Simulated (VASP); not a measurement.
Set up this calculation in VASP 6.6.1, as the native input.

```
Task                   : single point
Functional             : r2SCAN
Potentials or basis    : VASP PAW PBE potentials, release 64 (Ca_sv, S)
Cutoff                 : 520 eV
k mesh                 : 6 × 6 × 6
Occupations            : gaussian, width 0.01 eV
Spin                   : no spin polarisation
Dipole correction      : no
Further INCAR settings : ALGO = Normal; EDIFF = 1e-06; NBANDS = 15
```

The system is CaS.

```
Ca S
1.0
     0.00000    2.84795    2.84795
     2.84795    0.00000    2.84795
     2.84795    2.84795    0.00000
Ca S
1 1
Direct
  0.00000 0.00000 0.00000
  0.50000 0.50000 0.50000
```

The cell was built by a generator and needn't be a form met in nature.

One way to write it, as run:

POSCAR

```
CaS
1.0
    0.0000000000      2.8479451031      2.8479451031
    2.8479451031      0.0000000000      2.8479451031
    2.8479451031      2.8479451031      0.0000000000
Ca S
1 1
Direct
    0.0000000000      0.0000000000      0.0000000000
    0.5000000000      0.5000000000      0.5000000000
```

INCAR.step1

```
PREC     = Accurate       # precision mode
ENCUT    = 520            # plane-wave cutoff, eV
ISMEAR   = 0              # smearing method
SIGMA    = 0.01           # smearing width, eV
LREAL    = False          # projectors in reciprocal space
LASPH    = True           # aspherical terms in the spheres
NELM     = 60             # most SCF steps
NBANDS   = 15             # bands
GGA      = PE             # functional
ALGO     = Normal         # electronic algorithm
EDIFF    = 1E-4           # SCF threshold, eV
LWAVE    = True           # write WAVECAR
LCHARG   = False          # write CHGCAR
```

INCAR.step2

```
PREC     = Accurate       # precision mode
ENCUT    = 520            # plane-wave cutoff, eV
EDIFF    = 1E-6           # SCF threshold, eV
ISMEAR   = 0              # smearing method
SIGMA    = 0.01           # smearing width, eV
LREAL    = False          # projectors in reciprocal space
LASPH    = True           # aspherical terms in the spheres
NELM     = 60             # most SCF steps
ALGO     = Normal         # electronic algorithm
ISIF     = 2              # what is computed and relaxed
LWAVE    = False          # write WAVECAR
LCHARG   = True           # write CHGCAR
METAGGA  = R2SCAN         # meta-GGA
LMIXTAU  = True         
LELF     = True           # ELF
LVHAR    = True         
NBANDS   = 15             # bands
ISTART   = 1
```

KPOINTS

```
Automatic mesh
0
Gamma
  6 6 6
```

Potentials or basis: VASP PAW PBE potentials, release 64 (Ca_sv, S).

Command:

```bash
$ cat potpaw_PBE.64/Ca_sv/POTCAR potpaw_PBE.64/S/POTCAR > POTCAR
$ cp INCAR.step1 INCAR
$ mpirun -np 1 vasp_std > vasp.out
$ cp INCAR.step2 INCAR
$ mpirun -np 1 vasp_std > vasp.out
```

Results of the run:

```json
{"Pressure": "0.3 GPa", "Band gap on the k mesh": "2.80 eV, indirect (least direct gap 3.63 eV)"}
```

Caveat: the PAW data sets were made with another functional, which shifts forces and pressure a little.

It took 43 s on 1 thread of Intel(R) Xeon(R) Platinum 8559C (Emerald Rapids), on a shared host, peak memory 0.17 GiB.
